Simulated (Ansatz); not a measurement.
MnH2O2 (Pyrochroite):

```
Mn O H
1.0
     3.25000    0.00000    0.00000
    -1.62500    2.81458    0.00000
     0.00000    0.00000    4.48000
Mn O H
1 2 2
Direct
  0.00000 0.00000 0.00000
  0.66667 0.33333 0.77400
  0.33333 0.66667 0.22600
  0.66667 0.33333 0.55400
  0.33333 0.66667 0.44600
```

```yaml
Program: Ansatz 0.2.0
Task: relaxation of cell and atoms
Functional: PBEsol
Potentials_or_basis: Ansatz PAW
Cutoff: "420 eV (not typed: the program's choice for these potentials)"
k_mesh: 9 × 9 × 6
Occupations: gaussian, width 0.1 eV
Spin: collinear spin, ferromagnetic start
Starting_moments: "[4.0, 0.0, 0.0, 0.0, 0.0] μB"
Hubbard_terms: Mn d U = 7 eV
```

At the start: volume 8.20 Å³/atom.

Q: How do energy, volume and symmetry change on relaxing?

A: It ends after 12 steps and the volume is 8.98 Å³/atom (+9.5 %); space group P-3m1 (No. 164, to 0.05 Å); moment 5.00 μB per cell.

Step by step:
```tsv
step	energy change (eV)	largest force (eV/Å)	volume (Å³)
1	0.0000	1.4981	40.98
2	-0.1478	0.3892	43.33
3	-0.1583	0.0185	44.19
4	-0.1583	0.0064	44.26
5	-0.1581	0.0021	44.31
6	-0.1816	0.0065	44.31
7	-0.1807	0.0224	44.74
8	-0.1802	0.0083	44.86
9	-0.1828	0.0079	44.86
10	-0.1828	0.0001	44.88
11	-0.1828	0.0001	44.88
12	-0.1828	0.0001	44.88
```

Final structure:
```xyz
5
Lattice="3.3606 0.0000 0.0000 -1.6803 2.9103 0.0000 0.0000 0.0000 4.5884" Properties=species:S:1:pos:R:3 pbc="T T T"
Mn    0.0000    0.0000    0.0000
O     1.6803    0.9701    3.5121
O     0.0000    1.9402    1.0763
H     1.6803    0.9701    2.5357
H     0.0000    1.9402    2.0527
```

Caveat: the magnetic or orbital state may not be the lowest; the plane-wave basis is chosen anew once the cell has moved, so the energies of steps on either side of that aren't comparable; the pressure holds a Pulay correction of +0.7 GPa for the finite cutoff; a cell with one magnetic atom can't hold antiferromagnetic order, which such compounds often take; the PAW data sets come from PBE, with cores solved anew for the run's functional, which leaves a small shift of forces and pressure.
